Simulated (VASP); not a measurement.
# NaH (Fm-3m) in VASP: further runs

Runs on NaH. Level: PBEsol. Tasks: relaxation of cell and atoms, single point.

All numbers are computed with VASP 6.6.1; they aren't measurements. Logs are shortened: lines on timing, memory, paths and dates and some standing lists are left out, and cuts for length are marked.

**1. The structure**

The structure is cubic, space group Fm-3m (No. 225). The conventional cell has a = 4.880 Å, b = 4.880 Å, c = 4.880 Å, α = 90.00°, β = 90.00°, γ = 90.00°. Na (site symmetry m-3m) has 6 H at 2.44 Å as nearest neighbours. H (site symmetry m-3m) has 6 Na at 2.44 Å as nearest neighbours.

**2. Relaxation of cell and atoms, PBEsol (cell and atoms relaxed tightly for response)**

The input, INCAR:

```
SYSTEM = NaH
PREC = Accurate ; ENCUT = 600
EDIFF = 1E-6 ; ISMEAR = 0
SIGMA = 0.01 ; LREAL = .FALSE.
LASPH = .TRUE. ; NELM = 80
ALGO = Normal ; ISIF = 3
LWAVE = .FALSE. ; LCHARG = .FALSE.
GGA = PS ; IBRION = 2
NSW = 80 ; EDIFFG = -0.001
```

The input, KPOINTS:

```
Automatic mesh
0
G
  8 8 8
  0 0 0
```

The input, POSCAR:

```
NaH
1.0
    0.0000000000      2.3956890788      2.3956890788
    2.3956890788      0.0000000000      2.3956890788
    2.3956890788      2.3956890788      0.0000000000
Na H
1 1
Direct
    0.0000000000      0.0000000000      0.0000000000
    0.5000000000      0.5000000000      0.5000000000
```

Potentials or basis: VASP PAW PBE potentials, release 64 (Na_pv, H).

The run is started by

```
> cat potpaw_PBE.64/Na_pv/POTCAR potpaw_PBE.64/H/POTCAR > POTCAR
> mpirun -np 1 vasp_std > vasp.out
```

OUTCAR:

```text
SYSTEM = NaH
   PREC = Accurate
   ENCUT = 600
   EDIFF = 1E-6
   ISMEAR = 0
   LREAL = .FALSE.
   LASPH = .TRUE.
   NELM = 80
   ISIF = 3
   GGA = PS
   IBRION = 2
   NSW = 80
   EDIFFG = -0.001

 ion  position               nearest neighbor table
   1  0.000  0.000  0.000-
   2  0.500  0.500  0.500-

  LATTYP: Found a face centered cubic cell.
 ALAT       =     4.7913781576

  Lattice vectors:

 A1 = (   0.0000000000,   2.3956890788,   2.3956890788)
 A2 = (   2.3956890788,   0.0000000000,   2.3956890788)
 A3 = (   2.3956890788,   2.3956890788,   0.0000000000)

Analysis of symmetry for initial positions (statically):
=====================================================================
 Subroutine PRICEL returns:
 Original cell was already a primitive cell.

 Routine SETGRP: Setting up the symmetry group for a
 face centered cubic supercell.

 Subroutine GETGRP returns: Found 48 space group operations
 (whereof 48 operations were pure point group operations)
 out of a pool of 48 trial point group operations.

The static configuration has the point symmetry O_h .

Analysis of symmetry for dynamics (positions and initial velocities):
=====================================================================
 Subroutine PRICEL returns:
 Original cell was already a primitive cell.

 Routine SETGRP: Setting up the symmetry group for a
 face centered cubic supercell.

 Subroutine GETGRP returns: Found 48 space group operations
 (whereof 48 operations were pure point group operations)
 out of a pool of 48 trial point group operations.

The dynamic configuration has the point symmetry O_h .

 Subroutine INISYM returns: Found 48 space group operations
 (whereof 48 operations are pure point group operations),
 and found     1 'primitive' translations

----------------------------------------------------------------------------------------

                                     Primitive cell

  volume of cell :      27.4993

  direct lattice vectors                    reciprocal lattice vectors
     0.000000000  2.395689079  2.395689079    -0.208708219  0.208708219  0.208708219
     2.395689079  0.000000000  2.395689079     0.208708219 -0.208708219  0.208708219
     2.395689079  2.395689079  0.000000000     0.208708219  0.208708219 -0.208708219

  length of vectors
     3.388015986  3.388015986  3.388015986     0.361493239  0.361493239  0.361493239

  position of ions in fractional coordinates (direct lattice)
     0.000000000  0.000000000  0.000000000
     0.500000000  0.500000000  0.500000000

  ion indices of the primitive-cell ions
   primitive index   ion index
                 1           1
                 2           2

----------------------------------------------------------------------------------------

 KPOINTS: Automatic mesh

Automatic generation of k-mesh.
 Grid dimensions read from file:
 generate k-points for:    8    8    8

 Generating k-lattice:

  Cartesian coordinates                     Fractional coordinates (reciprocal lattice)
    -0.026088527  0.026088527  0.026088527     0.125000000  0.000000000  0.000000000
     0.026088527 -0.026088527  0.026088527     0.000000000  0.125000000  0.000000000
     0.026088527  0.026088527 -0.026088527     0.000000000  0.000000000  0.125000000

  Length of vectors
     0.045186655  0.045186655  0.045186655

  Shift w.r.t. Gamma in fractional coordinates (k-lattice)
[... 54 lines left out ...]
   EDIFFG = -.1E-02   stopping-criterion for IOM
   NSW    =     80    number of steps for IOM
   IBRION =      2    ionic relax: 0-MD 1-quasi-New 2-CG
   NFREE  =      1    steps in history (QN), initial steepest desc. (CG)
   ISIF   =      3    stress and relaxation
   ISYM   =      2    0-nonsym 1-usesym 2-fastsym
   POTIM  = 0.5000    time-step for ionic-motion
   TEBEG  =    0.0;   TEEND  =   0.0 temperature during run
   PSTRESS=    0.0 pullay stress
   NELECT =       8.0000    total number of electrons
   NUPDOWN=      -1.0000    fix difference up-down
   EMIN   =  10.00;   EMAX   =-10.00  energy-range for DOS
   EFERMI =   0.00;   METHOD = LEGACY
   ISMEAR =     0;   SIGMA  =   0.01  broadening in eV -4-tet -1-fermi 0-gaus
   EFERMI_NEDOS =   21; number of points for ismear=-14 and -15
   IALGO  =     38    algorithm
   IMIX   =      4    mixing-type and parameters
     AMIX     =   0.40;   BMIX     =  1.00
     AMIX_MAG =   1.60;   BMIX_MAG =  1.00
  volume/ion in A,a.u.               =      13.75        92.79
  Fermi-wavevector in a.u.,A,eV,Ry     =   1.084753  2.049887 16.009840  1.176690
  Thomas-Fermi vector in A             =   2.220851
   LORBIT       =      0    0 simple, 1 ext, 2 COOP (PROOUT), +10 PAW based schemes
   GGA     = PS    functional components
   LHFCALC =     F    Hartree Fock is set to
   AEXX    =    0.0000 exact exchange contribution
   IVDW    =     0    specifies the selected vdW correction
   LEPSILON=     F    determine dielectric tensor
   LRPA    =     F    only Hartree local field effects (RPA)
 conjugate gradient relaxation of ions
 non-spin polarized calculation
 Gauss-broadening in eV      SIGMA  =   0.01
  energy-cutoff  :      600.00
  volume of cell :       27.50
 maximum number of plane-waves:       941
   NGX = 13   NGY = 13   NGZ = 13

--------------------------------------- Ionic step        1  -------------------------------------------

 number of electron       7.9999992 magnetization

 Free energy of the ion-electron system (eV)
  ---------------------------------------------------
  ext. energy  EPLUGINS =         0.00000000
  ---------------------------------------------------
  free energy    TOTEN  =        -5.08620883 eV

  energy without entropy =       -5.08620883  energy(sigma->0) =       -5.08620883

------------------------ aborting loop because EDIFF is reached ----------------------------------------

  FORCE on cell =-STRESS in cart. coord.  units (eV):
  Direction    XX          YY          ZZ          XY          YZ          ZX
  --------------------------------------------------------------------------------------
  -------------------------------------------------------------------------------------
  Total        0.0020818      0.0020818      0.0020818      0.0000000      0.0000000      0.0000000
  in kB        0.1212927      0.1212927      0.1212927      0.0000000      0.0000000      0.0000000
  external PRESSURE =       0.1212927 kB  Pullay stress =       0.0000000 kB

 VOLUME and BASIS-vectors are now :
 -----------------------------------------------------------------------------
  energy-cutoff  :      600.00
  volume of cell :       27.50
      direct lattice vectors                 reciprocal lattice vectors
     0.000000000  2.395689079  2.395689079    -0.208708219  0.208708219  0.208708219
     2.395689079  0.000000000  2.395689079     0.208708219 -0.208708219  0.208708219
     2.395689079  2.395689079  0.000000000     0.208708219  0.208708219 -0.208708219

 POSITION                                       TOTAL-FORCE (eV/Angst)
 -----------------------------------------------------------------------------------
      0.00000      0.00000      0.00000         0.000000      0.000000      0.000000
      2.39569      2.39569      2.39569        -0.000000     -0.000000     -0.000000
 -----------------------------------------------------------------------------------
    total drift:                               -0.000000     -0.000000      0.000000

  FREE ENERGIE OF THE ION-ELECTRON SYSTEM (eV)
  ---------------------------------------------------
  free  energy   TOTEN  =        -5.0862088281 eV

  energy  without entropy=       -5.0862088281  energy(sigma->0) =       -5.08620883

--------------------------------------- Ionic step        2  -------------------------------------------

 number of electron       7.9999992 magnetization

 Free energy of the ion-electron system (eV)
  ---------------------------------------------------
  ext. energy  EPLUGINS =         0.00000000
  ---------------------------------------------------
  free energy    TOTEN  =        -5.08620921 eV

  energy without entropy =       -5.08620921  energy(sigma->0) =       -5.08620921

 E-fermi :  -0.8939     XC(G=0):  -7.9771

 val. band max:       -1.0116420148   @ k =  -0.2500   0.5000   0.2500
 cond. band min:       2.5925594694   @ k =   0.5000   0.0000   0.0000
 fundamental gap:      3.6042014842
 Fermi energy:        -0.8938555617

 k-point     1 :       0.0000    0.0000    0.0000
  band No.  band energies     occupation
      1     -22.9676      2.00000
      2     -22.9676      2.00000
      3     -22.9676      2.00000
      4      -4.8092      2.00000
      5       9.6276      0.00000
      6      14.5749      0.00000
      7      14.5749      0.00000
      8      14.5749      0.00000
[... 243 lines left out ...]
 k-point    24 :      -0.3750    0.2500    0.1250
  band No.  band energies     occupation
      1     -23.0568      2.00000
      2     -23.0062      2.00000
      3     -22.9886      2.00000
      4      -1.5288      2.00000
      5       3.3848      0.00000
      6       6.7139      0.00000
      7      10.0069      0.00000
      8      14.0054      0.00000

 [... further k-points ...]

------------------------ aborting loop because EDIFF is reached ----------------------------------------

  FORCE on cell =-STRESS in cart. coord.  units (eV):
  Direction    XX          YY          ZZ          XY          YZ          ZX
  --------------------------------------------------------------------------------------
  -------------------------------------------------------------------------------------
  Total       -0.0009096     -0.0009096     -0.0009096     -0.0000000      0.0000000      0.0000000
  in kB       -0.0529869     -0.0529869     -0.0529869     -0.0000000      0.0000000      0.0000000
  external PRESSURE =      -0.0529869 kB  Pullay stress =       0.0000000 kB

 VOLUME and BASIS-vectors are now :
 -----------------------------------------------------------------------------
  energy-cutoff  :      600.00
  volume of cell :       27.50
      direct lattice vectors                 reciprocal lattice vectors
     0.000000000  2.395809382  2.395809382    -0.208697739  0.208697739  0.208697739
     2.395809382  0.000000000  2.395809382     0.208697739 -0.208697739  0.208697739
     2.395809382  2.395809382  0.000000000     0.208697739  0.208697739 -0.208697739

 POSITION                                       TOTAL-FORCE (eV/Angst)
 -----------------------------------------------------------------------------------
      2.39581      0.00000      2.39581         0.000000     -0.000000      0.000000
      2.39581      2.39581      2.39581         0.000000      0.000000     -0.000000
 -----------------------------------------------------------------------------------
    total drift:                                0.000000     -0.000000      0.000000

  FREE ENERGIE OF THE ION-ELECTRON SYSTEM (eV)
  ---------------------------------------------------
  free  energy   TOTEN  =        -5.0862092054 eV

  energy  without entropy=       -5.0862092054  energy(sigma->0) =       -5.08620921

 reached required accuracy - stopping structural energy minimisation
```

Wall time 4.2 s (1 thread of Intel Xeon 6975P-C (Granite Rapids), shared host); peak memory 0.15 GiB.

What came out:

| Quantity | Value |
| --- | --- |
| Free energy | -5.0862 eV |
| Relaxed volume | 13.75 Å³/atom |
| Relaxed cell | a = 3.388 Å, b = 3.388 Å, c = 3.388 Å, α = 60.00°, β = 60.00°, γ = 60.00° |
| Space group after relaxing (to 0.05 Å) | Fm-3m (No. 225) |
| Energy gained by relaxing | 0.0 meV/atom |
| Ionic steps | 2 |
| Pressure after relaxing | 0.0 GPa |
| Band gap on the k mesh | 3.60 eV, indirect (least direct gap 4.51 eV) |

Final structure:
```cif
data_structure
_symmetry_space_group_name_H-M 'P 1'
_symmetry_Int_Tables_number 1
_cell_length_a 3.3882
_cell_length_b 3.3882
_cell_length_c 3.3882
_cell_angle_alpha 60.000
_cell_angle_beta 60.000
_cell_angle_gamma 60.000
_cell_volume 27.50
loop_
_atom_site_label
_atom_site_type_symbol
_atom_site_fract_x
_atom_site_fract_y
_atom_site_fract_z
_atom_site_occupancy
Na1 Na 0.00000 0.00000 0.00000 1
H1 H 0.50000 0.50000 0.50000 1
```

Levels at points of the mesh, in eV from the valence-band top:
```tsv
k point	band 1	band 2	band 3	band 4	band 5	band 6	band 7	band 8
(0.00, 0.00, 0.00)	-21.96	-21.96	-21.96	-3.80	10.64	15.59	15.59	15.59
(0.50, 0.00, 0.00)	-22.06	-21.97	-21.97	-0.91	3.60	10.80	13.38	13.38
(0.50, 0.50, 0.00)	-22.05	-21.99	-21.99	-0.19	4.46	9.87	10.65	10.65
```

Caveat: the PAW data sets were made with another functional, which shifts forces and pressure a little. A k mesh can miss the band edges.

**3. Single point, PBEsol**

The input, INCAR:

```
  ALGO = Normal
  EDIFF = 1E-7
  ENCUT = 520
  GGA = PS
  ISIF = 2
  ISMEAR = 0
  LASPH = True
  LCHARG = False
  LREAL = False
  LWAVE = False
  NBANDS = 11
  NELM = 80
  PREC = Accurate
  SIGMA = 0.1
```

The input, KPOINTS:

```
k-points
0
Gamma
  6 6 6
```

The input, POSCAR:

```
NaH
1.0
    0.0000000000      2.4400000000      2.4400000000
    2.4400000000      0.0000000000      2.4400000000
    2.4400000000      2.4400000000      0.0000000000
Na H
1 1
Direct
    0.0000000000      0.0000000000      0.0000000000
    0.5000000000      0.5000000000      0.5000000000
```

Potentials or basis: VASP PAW PBE potentials, release 64 (Na_pv, H).

The run is started by

```
> cat potpaw_PBE.64/Na_pv/POTCAR potpaw_PBE.64/H/POTCAR > POTCAR
> mpirun -np 1 vasp_std > vasp.out
```

It took 3.1 s on 1 thread of Intel Xeon 6975P-C (Granite Rapids), shared host; peak memory 0.14 GiB.

Results (log left out):

```yaml
Free_energy: -5.0805 eV
Pressure: -1.2 GPa
Band_gap_on_the_k_mesh: 3.57 eV, indirect (least direct gap 4.40 eV)
```

Levels at points of the mesh, in eV from the valence-band top:
| k point | band 1 | band 2 | band 3 | band 4 | band 5 | band 6 | band 7 | band 8 |
| --- | --- | --- | --- | --- | --- | --- | --- | --- |
| (0.00, 0.00, 0.00) | -22.00 | -22.00 | -22.00 | -3.59 | 10.21 | 15.23 | 15.23 | 15.23 |
| (0.50, 0.00, 0.00) | -22.09 | -22.01 | -22.01 | -0.84 | 3.57 | 10.48 | 13.09 | 13.09 |
| (0.50, 0.50, 0.00) | -22.08 | -22.03 | -22.03 | -0.13 | 4.40 | 9.71 | 10.37 | 10.37 |

Caveat: the PAW data sets were made with another functional, which shifts forces and pressure a little.
